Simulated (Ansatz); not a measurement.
Sb: experiment and calculation

**Measured values to compare with.**

“Effect of pressure on the Raman modes of antimony”, 2006, arxiv:cond-mat/0608676 quotes, for a bulk crystal of Sb at 4 K: lattice constant a 4.3007 Å.

The results are compared with them further down.

These are results of DFT PBE, scalar-relativistic, plane waves, PAW (Ansatz), not measurements.

Cutoff 420 eV; k points 12×12×12 on the computed 2-atom cell (Γ-centred); Gaussian smearing, width 0.10 eV; no spin polarisation.

Relaxed structure, symmetry kept:

```
Sb
1.0
     2.18780    1.26313    3.84287
    -2.18780    1.26313    3.84287
     0.00000   -2.52626    3.84287
Sb
2
Direct
  0.23275 0.23275 0.23275
  0.76725 0.76725 0.76725
```

| Item | Value |
| --- | --- |
| Space group | R-3m (No. 166) |
| Volume per atom | 31.86 Å³ |
| Formation energy from the elements' standard states (uncorrected) | -0.001 eV/atom |
| Kohn–Sham band gap | none (metal) |
| Density of states at the Fermi level | 0.03 states/eV per cell (so small that it hangs on the mesh: a semimetal, or crossings between mesh points) |
| Löwdin character within 0.5 eV of the Fermi level | Sb 5p 82 %, Sb 5s 14 % |
| Bulk modulus | 31 GPa |
| Its pressure derivative | 8.2 |
| Bader charges (e) | Sb (2 in the cell) 0.00 |

Spin-orbit coupling is left out, which matters for the bands of heavy elements.

Against the measured lattice constant a of Sb, 4.3007 Å (4 K; quoted in the paper above), the calculated 4.376 Å is off by +1.7 %. The calculation is for 0 K without zero-point motion.